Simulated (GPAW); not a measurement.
# BAs (F-43m) in GPAW: further runs

Aim: see how the results for BAs move with the level of theory and the settings. Levels: PBE, PBE+D3(op), PBE+D3. Tasks: equation of state, piezoelectric tensor, gruneisen.

All numbers are computed with GPAW 26.7.0; they aren't measurements. Logs are shortened: lines on timing, memory, paths and dates and some standing lists are left out, and cuts for length are marked. The log counts tension as positive stress, the text compression.

## (1) The crystal as given

The structure is cubic, space group F-43m (No. 216). The conventional cell has a = 4.777 Å, b = 4.777 Å, c = 4.777 Å, α = 90.00°, β = 90.00°, γ = 90.00°. Around As (site symmetry -43m) lie 4 B at 2.07 Å. B (site symmetry -43m) has 4 As at 2.07 Å as nearest neighbours.

## (2) Equation of state, PBE

run.py

```python
from ase import Atoms
from ase.eos import EquationOfState
from ase.io import Trajectory
from ase.units import GPa
from gpaw import GPAW

atoms = Atoms(['As', 'B'],
              cell=[[0.0, 2.3885, 2.3885],
                    [2.3885, 0.0, 2.3885],
                    [2.3885, 2.3885, 0.0]],
              scaled_positions=[[0.75, 0.75, 0.75],
                                [0.0, 0.0, 0.0]],
              pbc=True)

traj = Trajectory('eos.traj', 'w')
volumes, energies = [], []
for x in [0.94, 0.96, 0.98, 1.0, 1.02, 1.04, 1.06]:
    a = atoms.copy()
    a.set_cell(atoms.cell * x**(1 / 3), scale_atoms=True)
    calc = GPAW(mode='lcao',
                h=0.18,
                basis='sz(dzp)',
                xc='PBE',
                kpts={'size': (8, 8, 8), 'gamma': True},
                occupations={'name': 'fermi-dirac', 'width': 0.05},
                convergence={'density': 1e-05, 'energy': 1e-05},
                maxiter=150,
                txt=f'eos-{x:.2f}.txt')
    a.calc = calc
    energies.append(a.get_potential_energy(force_consistent=True))
    volumes.append(a.get_volume())
    calc.write(f'eos-{x:.2f}.gpw')
    traj.write(a)
    print(f'{x:.2f} {volumes[-1]:10.4f} A^3 {energies[-1]:14.6f} eV', flush=True)

v0, e0, B = EquationOfState(volumes, energies, eos='birchmurnaghan').fit()
print(f'V0 = {v0:.4f} A^3, E0 = {e0:.6f} eV, B0 = {B / GPa:.2f} GPa')
```

Potentials or basis: GPAW PAW data sets (gpaw-data 1.2.1), lcao:sz(dzp).

Started as:

```console
$ OMP_NUM_THREADS=1 python run.py
```

Log:

```text
__  _  _
 | _ |_)|_||  |
 |__||  | ||/\| - 26.7.0

Input parameters:
  mode=LCAO(),
  basis={'default': 'sz(dzp)'},
  convergence={'density': 1e-05, 'energy': 1e-05},
  h=0.18,
  kpts=MonkhorstPack(size=(8, 8, 8), gamma=True),
  maxiter=150,
  occupations=Occupations(name='fermi-dirac', width=0.05),
  xc=XC(name='PBE')

                  As

       B

Atoms  # Å, Bohr magnetons
|   | symbol |        x |        y |        z |    initial magnetic moments |
|---|--------|----------|----------|----------|-----------------------------|
| 0 |     As | 3.509612 | 3.509612 | 3.509612 | ( 0.0000,  0.0000,  0.0000) |
| 1 |      B | 0.000000 | 0.000000 | 0.000000 | ( 0.0000,  0.0000,  0.0000) |

Unit cell  # Å
| periodic |        x |        y |        z |  lengths |    angles |
|----------|----------|----------|----------|----------|-----------|
|      yes | 0.000000 | 2.339741 | 2.339741 | 3.308894 | 60.000000 |
|      yes | 2.339741 | 0.000000 | 2.339741 | 3.308894 | 60.000000 |
|      yes | 2.339741 | 2.339741 | 0.000000 | 3.308894 | 60.000000 |

Number of symmetries: 24
Symmetry operations  # r_c * U_cc + t_c -> r_c
|    | kind |            matrix            |
|----|------|------------------------------|
|  0 |  E   |  1, 0, 0,  0, 1, 0,  0, 0, 1 |
|  1 |  σ   |  1, 0, 0,  0, 0, 1,  0, 1, 0 |
|  2 |  σ   |  1, 0,-1,  0, 1,-1,  0, 0,-1 |
|  3 |  C3  |  1, 0,-1,  0, 0,-1,  0, 1,-1 |
|  4 |  C3  |  1,-1, 0,  0,-1, 1,  0,-1, 0 |
|  5 |  σ   |  1,-1, 0,  0,-1, 0,  0,-1, 1 |
|  6 |  σ   |  0, 1, 0,  1, 0, 0,  0, 0, 1 |
|  7 |  C3  |  0, 1, 0,  0, 0, 1,  1, 0, 0 |
|  8 |  C2  |  0, 1,-1,  1, 0,-1,  0, 0,-1 |
|  9 |  S4  |  0, 1,-1,  0, 0,-1,  1, 0,-1 |
| 10 |  C3  |  0, 0, 1,  1, 0, 0,  0, 1, 0 |
| 11 |  σ   |  0, 0, 1,  0, 1, 0,  1, 0, 0 |
| 12 |  S4  |  0, 0,-1,  1, 0,-1,  0, 1,-1 |
| 13 |  C3  |  0, 0,-1,  0, 1,-1,  1, 0,-1 |
| 14 |  S4  |  0,-1, 1,  1,-1, 0,  0,-1, 0 |
| 15 |  C2  |  0,-1, 1,  0,-1, 0,  1,-1, 0 |
| 16 |  C3  |  0,-1, 0,  1,-1, 0,  0,-1, 1 |
| 17 |  S4  |  0,-1, 0,  0,-1, 1,  1,-1, 0 |
| 18 |  S4  | -1, 1, 0, -1, 0, 1, -1, 0, 0 |
| 19 |  C3  | -1, 1, 0, -1, 0, 0, -1, 0, 1 |
| 20 |  C3  | -1, 0, 1, -1, 1, 0, -1, 0, 0 |
| 21 |  S4  | -1, 0, 1, -1, 0, 0, -1, 1, 0 |
| 22 |  σ   | -1, 0, 0, -1, 1, 0, -1, 0, 1 |
| 23 |  C2  | -1, 0, 0, -1, 0, 1, -1, 1, 0 |

BZ-sampling:
  Number of BZ points: 512
  Number of IBZ points: 29

  Monkhorst-Pack size: [8, 8, 8]
  Monkhorst-Pack shift: [0.0625, 0.0625, 0.0625]

K-points  # in reciprocal-cell coordinates
|     |                                coordinates |     weight |
|-----|--------------------------------------------|------------|
|   0 | (  0.00000000,   0.00000000,   0.00000000) | 0.00195312 |
|   1 | (  0.12500000,   0.12500000,   0.00000000) | 0.01171875 |
|   2 | (  0.12500000,   0.12500000,   0.12500000) | 0.01562500 |
|   3 | (  0.25000000,   0.12500000,   0.12500000) | 0.02343750 |
|   4 | (  0.25000000,   0.25000000,   0.00000000) | 0.01171875 |
|   5 | (  0.25000000,   0.25000000,   0.12500000) | 0.04687500 |
|   6 | (  0.25000000,   0.25000000,   0.25000000) | 0.01562500 |
|   7 | (  0.37500000,   0.25000000,  -0.37500000) | 0.04687500 |
|   8 | (  0.37500000,   0.25000000,   0.12500000) | 0.04687500 |
|   9 | (  0.37500000,   0.25000000,   0.25000000) | 0.04687500 |
| ... |                                            |            |
|  28 | (  0.50000000,   0.50000000,   0.50000000) | 0.00781250 |

basis functions: 8
Spin-components: 1 (collinear spins)
Bands:           8
Projectors:      10
Spin-degeneracy: 2
Datatype:        <class 'complex'>
[... 204 lines left out ...]
    compensation charges:
      type: gauss
      rc: 0.33  # [Å]
      lmax: 2
    cutoffs:
      filter: 1.87  # [Å]
      core: 2.96  # [Å]
    projectors
    | kind |    occ | energy [eV] | rcut [Å] |
    |------|--------|-------------|----------|
    |   4s |  2.000 |     -14.487 |    1.058 |
    |   4p |  3.000 |      -5.196 |    1.058 |
    |    s |        |      12.725 |    1.058 |
    |    p |        |      22.016 |    1.058 |
    |    d |        |       0.000 |    1.058 |

    LCAO basis set for As:
      Name: sz(dzp)
      File: <dir>
      Number of radial functions: 2
      Number of spherical harmonics: 4
        l=0, rc=6.1250 Bohr: 4s-sz confined orbital
        l=1, rc=7.9531 Bohr: 4p-sz confined orbital
      Number of RI-basis functions 0

  B:
    name:    Boron
    Z:       5.0
    valence: 3
    core:    2
    charge:  0.0  # [|e|]
    compensation charges:
      type: gauss
      rc: 0.20  # [Å]
      lmax: 2
    cutoffs:
      filter: 1.14  # [Å]
      core: 1.38  # [Å]
    projectors
    | kind |    occ | energy [eV] | rcut [Å] |
    |------|--------|-------------|----------|
    |   2s |  2.000 |      -9.443 |    0.635 |
    |   2p |  1.000 |      -3.606 |    0.635 |
    |    s |        |      17.768 |    0.635 |
    |    p |        |      23.605 |    0.635 |
    |    d |        |       0.000 |    0.635 |

    LCAO basis set for B:
      Name: sz(dzp)
      File: <dir>
      Number of radial functions: 2
      Number of spherical harmonics: 4
        l=0, rc=6.6719 Bohr: 2s-sz confined orbital
        l=1, rc=8.2188 Bohr: 2p-sz confined orbital
      Number of RI-basis functions 0

Reference energy: -62172.463167  # eV

eigensolver:
  <gpaw.new.lcao.eigensolver.LCAOEigensolver object>
density mixing:
  MSR1-Mixer
  Pratt-step length: 0.05
  Maximum mixing coefficient: 0.75
  Old densities: 10
  SVD Regularization: 0.005
  Good broyden scale: 1.0
  Trust region scale: 1.0
  Backstep threshold: 4.0
  History deletion threshold: 6.0
  Fourier metric: weight=20.0, sigma=0.015

occupation numbers:
  Fermi-Dirac:
    width: 0.0500  # eV

FastPoissonSolver using
    Stencil: 12*3+1=37 point O(h^6) finite-difference Laplacian
    FFT axes: [np.int64(0), np.int64(1), np.int64(2)]
    FST axes: []

xc functional:
  name: PBE with 2 nearest neighbor stencil
interpolation: tri-quintic # 5. degree polynomial

convergence criteria:
[... 6 lines left out ...]
|iter     | |      energy | eigst |  dens |
|---------|-|-------------|-------|-------|
|iter:   1| |  -10.670706 |      c|       |
|iter:   2| |  -10.576192 |      c| -0.84 |
|iter:   3| |  -10.237799 |      c| -0.89 |
|iter:   4| |  -10.240177 |      c| -1.66 |
|iter:   5| |  -10.240855 |      c| -1.99 |
|iter:   6| |  -10.240855 |      c| -4.26 |
|iter:   7| |  -10.240855c|      c| -4.68 |
|iter:   8| |  -10.240855c|      c| -6.47c|

Converged in 8 steps
Energy contributions relative to reference atoms: (reference = -62172.463167)

Energy contributions:
  Kinetic:           8.886895
  Coulomb:          -6.352362
  Zero:              0.052525
  External:          0.000000
  Xc:              -12.827913
  Entropy:          -0.000000
  Spinorbit:         0.000000
  ----------------------------
  Free energy:     -10.240855
  Extrapolated:    -10.240855

dipole moment: (-2.734813, -2.734813, -2.734813)  # |e|*Ang

Fermi level: 9.538
Eigenvalues  # (at kpt = [0.000, 0.000, 0.000])
| band index |      eig [eV] | occ [0-2] |
|------------|---------------|-----------|
|          0 |        -7.482 |     2.000 |
|          1 |         8.614 |     2.000 |
|          2 |         8.614 |     2.000 |
|          3 |         8.614 |     2.000 |
|          4 |        12.586 |     0.000 |
|          5 |        12.586 |     0.000 |
|          6 |        12.588 |     0.000 |
|          7 |        14.146 |     0.000 |

Gap: 2.485 eV
Transition (v -> c):
  (s=0, k=0, n=3, [0.00, 0.00, 0.00]) -> (s=0, k=12, n=4, [0.38, 0.38, 0.00])
Direct/indirect transitions are different
Direct gap: 3.972 eV
Transition at: (s=0, k=0, n=3, [0.00, 0.00, 0.00])
# Writing to eos-0.94.gpw (mode='')
```

stdout:

```text
0.94    25.6173 A^3     -10.240855 eV
0.96    26.1624 A^3     -10.290994 eV
0.98    26.7074 A^3     -10.328840 eV
1.00    27.2525 A^3     -10.355174 eV
1.02    27.7975 A^3     -10.371618 eV
1.04    28.3426 A^3     -10.379401 eV
1.06    28.8876 A^3     -10.379006 eV
V0 = 28.5911 A^3, E0 = -10.380116 eV, B0 = 115.68 GPa
```

eos-0.96.txt:

```text
SCF iterations
|iter     | |      energy | eigst |  dens |
|---------|-|-------------|-------|-------|
|iter:   1| |  -10.697051 |      c|       |
|iter:   2| |  -10.606902 |      c| -0.85 |
|iter:   3| |  -10.288107 |      c| -0.90 |
|iter:   4| |  -10.290366 |      c| -1.66 |
|iter:   5| |  -10.290994 |      c| -1.99 |
|iter:   6| |  -10.290994 |      c| -4.42 |
|iter:   7| |  -10.290994c|      c| -4.82 |
|iter:   8| |  -10.290994c|      c| -6.53c|

Converged in 8 steps
Energy contributions relative to reference atoms: (reference = -62172.463167)

Energy contributions:
  Kinetic:           6.274243
  Coulomb:          -4.266050
  Zero:              0.052649
  External:          0.000000
  Xc:              -12.351836
  Entropy:          -0.000000
  Spinorbit:         0.000000
  ----------------------------
  Free energy:     -10.290994
  Extrapolated:    -10.290994

dipole moment: (-2.796842, -2.796842, -2.796842)  # |e|*Ang

Fermi level: 9.222
Eigenvalues  # (at kpt = [0.000, 0.000, 0.000])
| band index |      eig [eV] | occ [0-2] |
|------------|---------------|-----------|
|          0 |        -7.574 |     2.000 |
|          1 |         8.316 |     2.000 |
|          2 |         8.316 |     2.000 |
|          3 |         8.316 |     2.000 |
|          4 |        12.254 |     0.000 |
|          5 |        12.254 |     0.000 |
|          6 |        12.255 |     0.000 |
|          7 |        13.543 |     0.000 |

Gap: 2.481 eV
Transition (v -> c):
  (s=0, k=0, n=3, [0.00, 0.00, 0.00]) -> (s=0, k=12, n=4, [0.38, 0.38, 0.00])
Direct/indirect transitions are different
Direct gap: 3.937 eV
Transition at: (s=0, k=0, n=3, [0.00, 0.00, 0.00])
# Writing to eos-0.96.gpw (mode='')
```

Wall time 56 s (1 thread of Arm Neoverse V1, shared host); peak memory 0.18 GiB.

These settings aren't checked as converged: the numbers below hold their error.

Results:

| Item | Value |
| --- | --- |
| Equilibrium volume | 14.30 Å³/atom |
| Bulk modulus | 116 GPa |
| Pressure derivative of the bulk modulus | 5.0 |

Caveat: the basis of atomic orbitals isn't converged, which shifts pressures, moduli and gaps.

(Continued in part 2 of 3.)
